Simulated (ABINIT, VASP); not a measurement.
ZnS: equilibrium volume by level of theory

Symmetry: P6_3mc, No. 186, hexagonal system. The conventional cell has a = 3.811 Å, b = 3.811 Å, c = 6.234 Å, α = 90.00°, β = 90.00°, γ = 120.00°. Around Zn (site symmetry 3m) lie 4 S at 2.31 to 2.40 Å. Around S (site symmetry 3m) lie 4 Zn at 2.31 to 2.40 Å.

```tsv
rung	level	program and potentials	cutoff (eV)	k mesh	equilibrium volume (Å³/atom)	notes
GGA	AM05	VASP, PBE PAW files S, Zn, 600 eV	600	8 × 8 × 5	19.41	potentials made for PBE; 9 valence electrons an atom on average
GGA + dispersion	BLYP+D4	VASP, PBE PAW files S, Zn, 600 eV	600	8 × 8 × 5	19.78	potentials made for PBE; 9 valence electrons an atom on average
GGA	PBE	VASP, PBE PAW files S, Zn, 600 eV	600	8 × 8 × 5	20.22	9 valence electrons an atom on average
GGA	PBE	VASP, PBE PAW files S_GW, Zn_GW, 630 eV	630	8 × 8 × 5	20.23	9 valence electrons an atom on average
GGA + dispersion	PBE+D3(BJ)	VASP, PBE PAW files S, Zn, 600 eV	600	8 × 8 × 5	19.49	9 valence electrons an atom on average
GGA + dispersion	PBE+D4	VASP, PBE PAW files S, Zn, 600 eV	600	8 × 8 × 5	(a)	9 valence electrons an atom on average
GGA	PBEsol	ABINIT, PseudoDojo NC SR PBEsol v0.4.1 standard	1143	6 × 6 × 4	19.21	13 valence electrons an atom on average
GGA + dispersion	PBEsol+D3(BJ)	VASP, PBE PAW files S, Zn, 600 eV	600	8 × 8 × 5	18.74	potentials made for PBE; 9 valence electrons an atom on average
GGA + dispersion	RPBE+D4	VASP, PBE PAW files S, Zn, 600 eV	600	8 × 8 × 5	19.33	potentials made for PBE; 9 valence electrons an atom on average
GGA + dispersion	revPBE+D3(BJ)	VASP, PBE PAW files S, Zn, 600 eV	600	8 × 8 × 5	19.22	potentials made for PBE; 9 valence electrons an atom on average
non-local van der Waals functional	PBEsol+rVV10	VASP, PBE PAW files S, Zn, 600 eV	600	8 × 8 × 5	(b)	potentials made for PBE; 9 valence electrons an atom on average
non-local van der Waals functional	optB88-vdW	VASP, PBE PAW files S, Zn, 600 eV	600	8 × 8 × 5	20.08	potentials made for PBE; 9 valence electrons an atom on average
non-local van der Waals functional	vdW-DF2	VASP, PBE PAW files S, Zn, 600 eV	600	8 × 8 × 5	21.63	potentials made for PBE; 9 valence electrons an atom on average
meta-GGA	SCAN	VASP, PBE PAW files S, Zn, 600 eV	600	8 × 8 × 5	19.41	potentials made for PBE; 9 valence electrons an atom on average
meta-GGA	TPSS	VASP, PBE PAW files S, Zn, 600 eV	600	8 × 8 × 5	20.13	potentials made for PBE; 9 valence electrons an atom on average
meta-GGA	r2SCAN	VASP, PBE PAW files S, Zn, 600 eV	600	8 × 8 × 5	(c)	potentials made for PBE; 9 valence electrons an atom on average
meta-GGA + dispersion	r2SCAN+rVV10	VASP, PBE PAW files S, Zn, 600 eV	600	8 × 8 × 5	19.38	potentials made for PBE; 9 valence electrons an atom on average
meta-GGA	rSCAN	VASP, PBE PAW files S, Zn, 600 eV	600	8 × 8 × 5	19.53	potentials made for PBE; 9 valence electrons an atom on average
```

Task: relaxation of cell and atoms. All rows: no spin polarisation. Meshes differ between rows, which moves values too. Meshes are those of the run's cell of 4 atoms unless a note names another. Relaxations start from the cell shown or near it and stop with a little pressure left. Runs on faulty files, with rough fits or with known faults for this quantity aren't shown. No row holds spin-orbit coupling.

Q: Estimate the values left out from the other rows.

A: (a) 19.52 Å³/atom; (b) 19.19 Å³/atom; (c) 19.60 Å³/atom.
